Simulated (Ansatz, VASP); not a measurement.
# W (W wire along [100], 21 atoms a period) in two plane-wave programs

One calculation is typed for both programs; each brings its own data sets. How far apart do they land? The structure shown is the start of the Ansatz relaxation below; VASP solves that cell, so the two are compared at the walk's first step.

Method: plane waves, with VASP 6.6.1 beside it; single point at PBE, in Ansatz 0.2.0.

### 1. Starting point

The cell holds 21 atoms: 21 W. Its edges and angles: a = 16.310 Å, b = 16.310 Å, c = 3.170 Å, α = 90.0°, β = 90.0°, γ = 90.0°. Vacuum lies along a and b. The structure's axis is c.

### 2. Ansatz: relaxation, PBE

Ansatz runs on its PAW soft_1 files.

The two programs are compared at the cell with which this relaxation starts, whose forces are those of its first step.

File input.yaml:

```yaml
crystal:
  lattice:
    - [16.31, 0.0, 0.0]
    - [0.0, 16.31, 0.0]
    - [0.0, 0.0, 3.17]
  atoms:
    - { symbol: W, position: [0.305640711, 0.305640711, 0.0] }
    - { symbol: W, position: [0.305640711, 0.5, 0.0] }
    - { symbol: W, position: [0.305640711, 0.694359289, 0.0] }
    - { symbol: W, position: [0.5, 0.305640711, 0.0] }
    - { symbol: W, position: [0.5, 0.5, 0.0] }
    - { symbol: W, position: [0.5, 0.694359289, 0.0] }
    - { symbol: W, position: [0.694359289, 0.305640711, 0.0] }
    - { symbol: W, position: [0.694359289, 0.5, 0.0] }
    - { symbol: W, position: [0.694359289, 0.694359289, 0.0] }
    - { symbol: W, position: [0.208461067, 0.402820356, 0.5] }
    - { symbol: W, position: [0.208461067, 0.597179644, 0.5] }
    - { symbol: W, position: [0.402820356, 0.208461067, 0.5] }
    - { symbol: W, position: [0.402820356, 0.402820356, 0.5] }
    - { symbol: W, position: [0.402820356, 0.597179644, 0.5] }
    - { symbol: W, position: [0.402820356, 0.791538933, 0.5] }
    - { symbol: W, position: [0.597179644, 0.208461067, 0.5] }
    - { symbol: W, position: [0.597179644, 0.402820356, 0.5] }
    - { symbol: W, position: [0.597179644, 0.597179644, 0.5] }
    - { symbol: W, position: [0.597179644, 0.791538933, 0.5] }
    - { symbol: W, position: [0.791538933, 0.402820356, 0.5] }
    - { symbol: W, position: [0.791538933, 0.597179644, 0.5] }
kpoints:
  mp_grid: { grid: [1, 1, 26] }
scf:
  occupations: { method: fermi_dirac, width: 0.05 }
hamiltonian:
  xc: pbe
  pseudopotentials: { kind: paw, azcp: { folder: soft_1 } }
relax:
  cell: { fix: [a, b, alpha, beta, gamma] }
  max_steps: 45
  f_tol: 0.03
```

Run with:

```sh
> ansatz run input.yaml --threads 4 --pin off --max-ram 16384MiB --backend cpu --events-out ev --progress --plain --runs-dir out
```

Numbers of over 12 decimals in the logs are rounded to 6 here.

Output:

```text
Engine: ansatz 0.2.0, aarch64-unknown-linux-gnu
Pseudopotentials: kind: paw
Pseudopotential: W, paw, valence charge 14, recommended cutoff 420 eV (normal), soft_1/W.paw.azcp
Functional definition: PBE
  parameter kappa = 0.804
  parameter beta = 0.066725
  exchange = pbe_x(kappa = kappa, mu = beta*pi^2/3)
  correlation = pbe_c(beta = beta)
Crystal: 21 atoms, lattice volume = 843.271 Å³
Basis set: ecut = 420 eV, 16483 PW (Γ), exchange–correlation on 240×240×48 points (8 copies of the dense FFT grid, shifted against one another)
Bands: 177, of which v1, the nominal top of the filled ones, is band 147 counted from 1 (146 counted from 0)
Symmetry: 16 space group operations
Space group: P4/mmm (ITA 123), of the structure as read, at distance tolerance 9.4e-5 Å
k-points: 14 of 26
Non-local potential: W, projectors of the file, l = 0: 3, l = 1: 2, l = 2: 2, l = 3: 1
PAW form: soft (Blöchl's): semilocal exchange-correlation on the pseudo side does not see the compensation charge
PAW one-centre angular grid: W, 590 points (default); XC on 64 Gauss nodes
Initial density: superposition of atomic densities (neutral atoms: chi_scale 0, normalization atom)
Initial wavefunctions: pseudopotential atomic-orbital guess
Functional: x = pbe(κ = 0.804, μ = 0.219515), c = pbe(β = 0.066725)
SCF iter   1: F=—  HF=-218092.087485 eV  |F-HF|=—  |Δ(HF+E_count)|=         —  Δρ=5.06e-2  dr2=1.67e2  ethr=3.10e-3  ⟨swp⟩=9.6  Hψ=11268  notcnv=0
preconditioner: auto → LDOS  [metal: Δε(μ)=0.026 eV  Ē_g=4.677 eV  σ=0.050 eV  W_gap=0.13  n_scr=158 (ndim 8)  ℏωp=14.4 eV  f_vac=0.453  D(μ)=16.47/eV (n_scr^D=68)  β→1.0]
SCF iter   2: F=—  HF=-218089.697659 eV  |F-HF|=—  |Δ(HF+E_count)|=    2.39e0  Δρ=5.38e-2  dr2=1.93e2  ethr=3.10e-3  ⟨swp⟩=6.0  Hψ=7110  notcnv=0  defer=85
SCF iter   3: F=—  HF=-218076.418474 eV  |F-HF|=—  |Δ(HF+E_count)|=    1.33e1  Δρ=1.04e-2  dr2=4.44e0  ethr=3.10e-3  ⟨swp⟩=4.4  Hψ=6117  notcnv=0  defer=61
SCF iter   4: F=—  HF=-218076.005895 eV  |F-HF|=—  |Δ(HF+E_count)|=   4.13e-1  Δρ=3.08e-3  dr2=2.22e-1  ethr=1.51e-3  ⟨swp⟩=3.1  Hψ=3989  notcnv=0  defer=58
SCF iter   5: F=—  HF=-218075.999408 eV  |F-HF|=—  |Δ(HF+E_count)|=   6.49e-3  Δρ=1.19e-3  dr2=4.36e-2  ethr=7.57e-5  ⟨swp⟩=2.9  Hψ=4010  notcnv=0  defer=60
SCF iter   6: F=—  HF=-218075.997078 eV  |F-HF|=—  |Δ(HF+E_count)|=   2.33e-3  Δρ=3.89e-4  dr2=2.84e-3  ethr=1.48e-5  ⟨swp⟩=2.4  Hψ=3743  notcnv=0  defer=60
SCF iter   7: F=—  HF=-218075.996978 eV  |F-HF|=—  |Δ(HF+E_count)|=   1.00e-4  Δρ=1.21e-4  dr2=2.70e-4  ethr=9.66e-7  ⟨swp⟩=3.4  Hψ=4660  notcnv=0  defer=60
SCF iter   8: F=—  HF=-218075.997087 eV  |F-HF|=—  |Δ(HF+E_count)|=   1.08e-4  Δρ=4.31e-5  dr2=2.67e-5  ethr=9.18e-8  ⟨swp⟩=2.3  Hψ=3320  notcnv=0  defer=60
SCF iter   9: F=—  HF=-218075.997096 eV  |F-HF|=—  |Δ(HF+E_count)|=   9.38e-6  Δρ=1.15e-5  dr2=2.45e-6  ethr=9.08e-9  ⟨swp⟩=2.9  Hψ=5016  notcnv=0  defer=60
SCF iter  10: F=—  HF=-218075.997097 eV  |F-HF|=—  |Δ(HF+E_count)|=   1.15e-6  Δρ=3.83e-6  dr2=3.36e-7  ethr=8.35e-10  ⟨swp⟩=2.1  Hψ=3340  notcnv=0  defer=60
SCF iter  11: F=-218075.997097 eV  HF=-218075.997097 eV  |F-HF|=1.74e-8  |Δ(HF+E_count)|=   5.81e-8  Δρ=1.48e-6  dr2=4.07e-8  ethr=3.40e-11  ⟨swp⟩=5.1  Hψ=8170  notcnv=0
SCF 1 converged in 11 iterations: F = -218075.997097 eV  dr2 = 4.07e-8
  greatest PAW one-centre occupation: 0.999 electrons in one spin orbital (limit 2), on the W atom at site 7 (counted from 0), in its partial waves of l = 0
relax step   1: F+E_penalty+E_count = -218075.99709717 eV  Δ(F+E_penalty+E_count) = +0.000e0 eV  max|allowed force component| = 2.167e0 eV/Å  Δτ_max = 0.0000 Å  P = -6.589 GPa  Ω = 843.271 Å³  fix = [a, b, alpha, beta, gamma]  reactions: a -6.002, b -6.002 GPa  (11 SCF iters, dr2 threshold 1.00e-7 eV, accepted)
[...]
relax step   5: F+E_penalty+E_count = -218078.05715231 eV  Δ(F+E_penalty+E_count) = -3.278e-3 eV  max|allowed force component| = 7.496e-2 eV/Å  Δτ_max = 0.0135 Å  P = -0.145 GPa  Ω = 830.405 Å³  energy of the carried Pulay correction = +2.596e-3 eV  fix = [a, b, alpha, beta, gamma]  reactions: a -0.111, b -0.111 GPa  (7 SCF iters, dr2 threshold 4.92e-7 eV, accepted)
[...]
relax step   6: F+E_penalty+E_count = -218078.06067337 eV  Δ(F+E_penalty+E_count) = -3.521e-3 eV  max|allowed force component| = 7.495e-3 eV/Å  Δτ_max = 0.0064 Å  P = -0.042 GPa  Ω = 829.170 Å³  energy of the carried Pulay correction = +2.847e-3 eV  fix = [a, b, alpha, beta, gamma]  reactions: a -0.058, b -0.058 GPa  (6 SCF iters, dr2 threshold 3.51e-7 eV, accepted)
[...]
relax step   7: F+E_penalty+E_count = -218078.05765232 eV  Δ(F+E_penalty+E_count) = +3.021e-3 eV  max|allowed force component| = 7.446e-3 eV/Å  Δτ_max = 0.0000 Å  P = -0.040 GPa  Ω = 829.170 Å³  fix = [a, b, alpha, beta, gamma]  reactions: a -0.056, b -0.056 GPa  stress off target by 9.79e-3 GPa on what of the cell is left free  SCF on the basis re-selected at this cell (its energy is not comparable with the rows above)  (7 SCF iters)
basis re-selected at this cell: Δ(F+E_penalty+E_count) = +3.021e-3 eV, ΔP = +0.001 GPa vs the last step (what re-selecting the basis moved, of the pressure what is left beyond the Pulay correction that the steps carried, after the strain that the cell walked since its last selection, with what the two solves' SCF thresholds leave and, on support functions, any second-order correction that the steps lacked; it is no m [...]
SCF converged after 7 iterations
Free energy (F): -218078.057652 eV
Harris-Foulkes:  -218078.057652 eV  (|F-HF|=5.82e-11)
Internal energy: -218077.912708 eV  (E = F + TS)
E sigma→0 (E₀):  -218077.985180 eV
Entropy (-TS):   -0.144944 eV (-6.902 meV/atom)
Fermi energy:    6.616539 eV
--- Per-component energies (eV) ---
  E_band       = -6363.113817
  E_kinetic    = 8846.648339
  E_local      = -160689.447571  (includes V_loc(G=0)·N_el)
  E_nonlocal   = -519.503634
  E_hartree    = 77121.200917
  E_xc         = -5598.406781
  E_vxc        = -4826.464183  (∫ρ·V_xc dr)
  E_paw        = -180137.612370  (= ΣΔE_a)
  E_vpaw       = -3416.749832  (= ΣTr[D̂ρ^β])
  E_aug_tail   = 0.003159  (compensation charges beyond the density's cutoff)
  E_ewald      = 42899.205233
  E_smearing   = -0.144944  (= −TS)
  E_closure    = 0.000000  (closes the sum)
  Σ components = -218078.057652   (vs F -218078.057652, Δ=0.00e0)
--- Forces (eV/Å), atoms counted from 1 ---
  atom   1  W      0.00744552     0.00744552     0.00000000
  atom   2  W     -0.00124627     0.00000000     0.00000000
  atom   3  W      0.00744552    -0.00744552     0.00000000
  atom   4  W     -0.00000000    -0.00124627     0.00000000
  atom   5  W      0.00000000     0.00000000     0.00000000
  atom   6  W     -0.00000000     0.00124627     0.00000000
  atom   7  W     -0.00744552     0.00744552     0.00000000
  atom   8  W      0.00124627    -0.00000000     0.00000000
  atom   9  W     -0.00744552    -0.00744552     0.00000000
  atom  10  W      0.00250353    -0.00222005     0.00000000
  atom  11  W      0.00250353     0.00222005     0.00000000
  atom  12  W     -0.00222005     0.00250353     0.00000000
  atom  13  W     -0.00667221    -0.00667221     0.00000000
  atom  14  W     -0.00667221     0.00667221     0.00000000
  atom  15  W     -0.00222005    -0.00250353     0.00000000
  atom  16  W      0.00222005     0.00250353     0.00000000
  atom  17  W      0.00667221    -0.00667221     0.00000000
  atom  18  W      0.00667221     0.00667221     0.00000000
  atom  19  W      0.00222005    -0.00250353     0.00000000
  atom  20  W     -0.00250353    -0.00222005     0.00000000
  atom  21  W     -0.00250353     0.00222005     0.00000000
  max |Σ_I F_I| component: 6.07e-18 eV/Å
--- Stress (GPa, compression-positive) ---
       -0.055761       0.000000       0.000000
        0.000000      -0.055761       0.000000
        0.000000       0.000000      -0.009792
  P = ⅓ Tr σ = -0.0404 GPa (-0.404 kbar)
--- Relaxed structure (6 steps of the walk, 6 accepted, 1 SCFs on fresh bases) ---
  F+E_penalty+E_count = -218078.05765232 eV   max|allowed force component| = 7.446e-3 eV/Å   (the final SCF, on the basis selected at the relaxed cell)
  cell:  # Å, volume = 829.1697 Å³
    - [16.31, 0.0, 0.0]
    - [0.0, 16.31, 0.0]
    - [0.0, 0.0, 3.116991]
  atoms:
    - { symbol: W, position: [0.306168, 0.306168, 0.0] }
    - { symbol: W, position: [0.304030, 0.5, 0.0] }
    - { symbol: W, position: [0.306168, 0.693832, 0.0] }
    - { symbol: W, position: [0.5, 0.304030, 0.0] }
    - { symbol: W, position: [0.5, 0.5, 0.0] }
    - { symbol: W, position: [0.5, 0.695970, 0.0] }
    - { symbol: W, position: [0.693832, 0.306168, 0.0] }
    - { symbol: W, position: [0.695970, 0.5, 0.0] }
    - { symbol: W, position: [0.693832, 0.693832, 0.0] }
    - { symbol: W, position: [0.218802, 0.402089, 0.500000] }
    - { symbol: W, position: [0.218802, 0.597911, 0.500000] }
    - { symbol: W, position: [0.402089, 0.218802, 0.500000] }
    - { symbol: W, position: [0.402871, 0.402871, 0.500000] }
    - { symbol: W, position: [0.402871, 0.597129, 0.500000] }
    - { symbol: W, position: [0.402089, 0.781198, 0.500000] }
    - { symbol: W, position: [0.597911, 0.218802, 0.500000] }
    - { symbol: W, position: [0.597129, 0.402871, 0.500000] }
    - { symbol: W, position: [0.597129, 0.597129, 0.500000] }
    - { symbol: W, position: [0.597911, 0.781198, 0.500000] }
    - { symbol: W, position: [0.781198, 0.402089, 0.500000] }
    - { symbol: W, position: [0.781198, 0.597911, 0.500000] }
```

In the SCF lines HF is the Harris–Foulkes energy and dr2 the Hartree energy of the density residual, in eV; the loop may stop once dr2 is under the threshold and the program's other checks hold. Hψ counts applications of the Hamiltonian.

[end of part 1 of 2]

[Lines on the potential files, build, host, timing and source positions are cut from VASP's logs without a mark.]

[Logs are printed without paths, hosts, clocks, repeated set-up lines and the standing remarks that a program may print on its own settings, such as how far it seeks lower states.]

[Hosts, paths, dates, database ids (printed as entryN), source tags and the programs' standing remarks are cut or masked in the printed files.]
